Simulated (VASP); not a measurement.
Runs of VASP 6.6.1 on Si. It takes space group P6/mmm (No. 191, hexagonal). Conventional cell: a = 2.631 Å, b = 2.631 Å, c = 2.520 Å, α = 90.00°, β = 90.00°, γ = 120.00°. Si (site symmetry 6/mmm) has 8 Si at 2.52 to 2.63 Å as nearest neighbours. The cell was built by a generator and needn't be a form met in nature.

```tsv
task	cell	k mesh	cutoff (eV)	mesh quality	gap on the mesh (eV)	pressure (GPa)	relaxed volume (Å³/atom)
relaxation of cell and atoms	relaxed	9 × 9 × 6	600	coarse	none	0.0	(a)
single point	P6/mmm, 14.94 Å³/atom	24 × 24 × 22	520	not flagged	none	-0.1	-
single point	P6/mmm, 20.5 Å³/atom	9 × 9 × 6	520	coarse	none	-17.3	-
single point	P6/mmm, 15.11 Å³/atom	6 × 6 × 6	520	coarse	none	-0.1	-
single point	P6/mmm, 14.87 Å³/atom	9 × 9 × 6	520	coarse	none	-0.1	-
relaxation of cell and atoms	relaxed	6 × 6 × 6	600	coarse	none	0.1	15.08
```

Alike in all rows: level r2SCAN; potentials or basis VASP PAW PBE potentials, release 64 (Si); no spin polarisation; smearing gaussian 0.1 eV.

Problem. Fill in the values left out.

Solution. (a) 14.87.

Caveats: some runs use coarse meshes; the PAW data sets were made with another functional, which shifts forces and pressure a little (some runs); so large a pressure means that the cell lies far from this level's equilibrium, or that cutoff or potentials fall short (some runs); the potentials were made for another functional, which shifts forces and pressure (some runs); the volume moved by over 15 % at a fixed basis, so the end points are rough (some runs).

A gap of «none» marks a metal or a gap under the smearing width.
